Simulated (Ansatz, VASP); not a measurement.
## One calculation of BaS, two programs

```xyz
2
Lattice="0.0000 3.5175 3.5175 3.5175 0.0000 3.5175 3.5175 3.5175 0.0000" Properties=species:S:1:pos:R:3 pbc="T T T"
Ba    0.0000    0.0000    0.0000
S     5.2763    5.2763    5.2763
```

Alike in both runs: functional PBE; k mesh 4 × 4 × 4; occupations gaussian, width 0.1 eV; no spin polarisation.

Ansatz relaxed the structure, and its values are those at the end. VASP's run is a single point on that final structure, the one shown.

|  | VASP | Ansatz |
| --- | --- | --- |
| version | VASP 6.6.1 | Ansatz 0.2.0 |
| potentials or method | VASP PAW PBE potentials, release 64 (Ba_sv, S) | scalar-relativistic, plane waves, PAW |
| plane-wave cutoff (eV) | 520 | 420 |
| valence electrons in the cell | 16 | 16 |

|  | VASP | Ansatz | Ansatz less VASP |
| --- | --- | --- | --- |
| gap on the k mesh at the Fermi level (eV) | 2.77 | 2.75 | -0.016 |
| least direct gap on the mesh (eV) | 3.41 | 3.42 | +0.016 |
| pressure (GPa) | 0.4 | 0.0 | -0.41 |

With one functional, cell and mesh, what is left measures potentials, basis and numerics.

Caveats: spin-orbit coupling is left out, which moves the levels of the heavy elements. A k mesh can miss the band edges.
